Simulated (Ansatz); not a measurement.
The system is Nb, a slab with vacuum.

```
CELL_PARAMETERS angstrom
2.99106 0.00000 0.00000
-1.49553 2.59034 0.00000
0.00000 0.00000 24.76877
ATOMIC_POSITIONS crystal
Nb 0.66667 0.33333 0.30280
Nb 0.33333 0.66667 0.40140
Nb 0.00000 0.00000 0.50000
Nb 0.66667 0.33333 0.59860
Nb 0.33333 0.66667 0.69720
```

The slab is cut from a database's or a generator's crystal, which needn't be the stable form of the element.

The cell isn't the ideal one: the (1 1 1) slab of Nb, cut from the database cell, not relaxed.

Program: Ansatz 0.2.0. Alike in all runs: level PBE; potentials or basis Ansatz PAW; cell the (1 1 1) slab of Nb, cut from the database cell, not relaxed; k mesh 10 × 10 × 1; cutoff (eV) 420; smearing fermi-dirac 0.05 eV. Hardware: 4 threads of Arm Neoverse V1 (shared host).

Order these runs on this cell by their wall time, lowest first.
A. task band structure; spin off; path [["G", "M", "K", "G"]]; points for each segment of the path 14
B. task band structure; spin SOC, no magnetisation; path [["G", "M", "K", "G"]]; points for each segment of the path 14
C. task single point; spin off

C (2.4 s), A (14 s), B (60 s).

Not every run made on this cell is shown here.
